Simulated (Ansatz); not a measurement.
TaN: relaxation of cell and atoms with PBEsol

Crystal: TaN.

```
CELL_PARAMETERS angstrom
0.00000 2.21132 2.21132
2.21132 0.00000 2.21132
2.21132 2.21132 0.00000
ATOMIC_POSITIONS crystal
Ta 0.50000 0.50000 0.50000
N 0.00000 0.00000 0.00000
```

The cell comes from a database or a generator and needn't be the stable form of this composition.

```json
{
  "Program": "Ansatz 0.2.0",
  "Task": "relaxation of cell and atoms",
  "Functional": "PBEsol",
  "Potentials or basis": "Ansatz PAW",
  "Cutoff": "420 eV (not typed: the program's choice for these potentials)",
  "k mesh": "10 × 10 × 10",
  "Occupations": "fermi-dirac, width 0.05 eV",
  "Spin": "no spin polarisation",
  "Target pressure": "5 GPa",
  "Target pressure (GPa)": "5"
}
```

| Quantity | Value |
| --- | --- |
| Relaxed volume | 10.33 Å³/atom |
| Relaxed cell | a = 3.080 Å, b = 3.080 Å, c = 3.080 Å, α = 60.00°, β = 60.00°, γ = 60.00° |
| Space group after relaxing (to 0.05 Å) | Fm-3m (No. 225) |
| Energy change on relaxing (the enthalpy is what falls) | -9.7 meV/atom |
| Ionic steps | 7 |
| Pressure after relaxing | 5.0 GPa |
| Band gap on the k mesh | none (metal or under the smearing width) |

Step by step:
| step | energy change (eV) | largest force (eV/Å) | volume (Å³) |
| --- | --- | --- | --- |
| 1 | 0.0000 | 0.0000 | 21.63 |
| 2 | 0.0058 | 0.0000 | 20.18 |
| 3 | -0.0231 | 0.0000 | 20.70 |
| 4 | -0.0222 | 0.0000 | 20.67 |
| 5 | -0.0197 | 0.0000 | 20.67 |
| 6 | -0.0194 | 0.0000 | 20.66 |
| 7 | -0.0193 | 0.0000 | 20.66 |

Final structure:
```cif
data_structure
_symmetry_space_group_name_H-M 'P 1'
_symmetry_Int_Tables_number 1
_cell_length_a 3.0798
_cell_length_b 3.0798
_cell_length_c 3.0798
_cell_angle_alpha 60.000
_cell_angle_beta 60.000
_cell_angle_gamma 60.000
_cell_volume 20.66
loop_
_atom_site_label
_atom_site_type_symbol
_atom_site_fract_x
_atom_site_fract_y
_atom_site_fract_z
_atom_site_occupancy
Ta1 Ta 0.50000 0.50000 0.50000 1
N1 N 0.00000 0.00000 0.00000 1
```

Levels at points of the mesh, in eV from the Fermi level:
| k point | band 7 | band 8 | band 9 | band 10 | band 11 | band 12 |
| --- | --- | --- | --- | --- | --- | --- |
| (0.00, 0.00, 0.00) | -3.89 | -3.89 | -2.23 | -2.23 | -2.23 | 0.02 |
| (0.00, 0.00, -0.50) | -7.82 | -7.82 | 1.97 | 1.97 | 2.07 | 3.84 |
| (0.00, -0.50, -0.50) | -5.72 | -4.69 | -4.69 | 2.17 | 3.71 | 3.71 |

Run time: 4.1 s on 2 threads of Arm Neoverse V2, with other jobs on the host, peak memory 0.3 GiB.

Caveat: the plane-wave basis is chosen anew once the cell has moved, so the energies of steps on either side of that aren't comparable; the pressure holds a Pulay correction of +0.5 GPa for the finite cutoff; the PAW data sets come from PBE, with cores solved anew for the run's functional, which leaves a small shift of forces and pressure. The run has no spin-orbit coupling, so splittings on Ta are missing.
